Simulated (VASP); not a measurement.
Runs of VASP 6.6.1 on Li2O. It takes space group Fm-3m (No. 225, cubic). The conventional cell has a = 4.525 Å, b = 4.525 Å, c = 4.525 Å, α = 90.00°, β = 90.00°, γ = 90.00°. Around Li (site symmetry -43m) lie 4 O at 1.96 Å. O (site symmetry m-3m) has 8 Li at 1.96 Å as nearest neighbours. The cell comes from a database or a generator and needn't be the stable form of this composition.

```tsv
task	cell	k mesh	cutoff (eV)	smearing	gap on the mesh (eV)	pressure (GPa)	relaxed volume (Å³/atom)
single point	Fm-3m, 7.72 Å³/atom	10 × 10 × 10	520	gaussian 0.02 eV	5.09	-	-
relaxation of cell and atoms	relaxed	10 × 10 × 10	600	gaussian 0.02 eV	5.09	-0.2	7.72
single point	Fm-3m, 7.75 Å³/atom	6 × 6 × 6	520	gaussian 0.1 eV	(a)	-	-
relaxation of cell and atoms	relaxed	6 × 6 × 6	600	gaussian 0.1 eV	5.10	-0.3	7.71
```

Alike in all rows: level PBE+D3(BJ); potentials or basis VASP PAW PBE potentials, release 64 (Li_sv, O); no spin polarisation.

Question: Estimate the missing entries.

Answer: (a) 5.08.

Caveats: the cutoff is under 1.25 times the usual one of these potentials, so pressure, stress and relaxed cells hold a basis-set (Pulay) error.

A k mesh can miss the band edges.
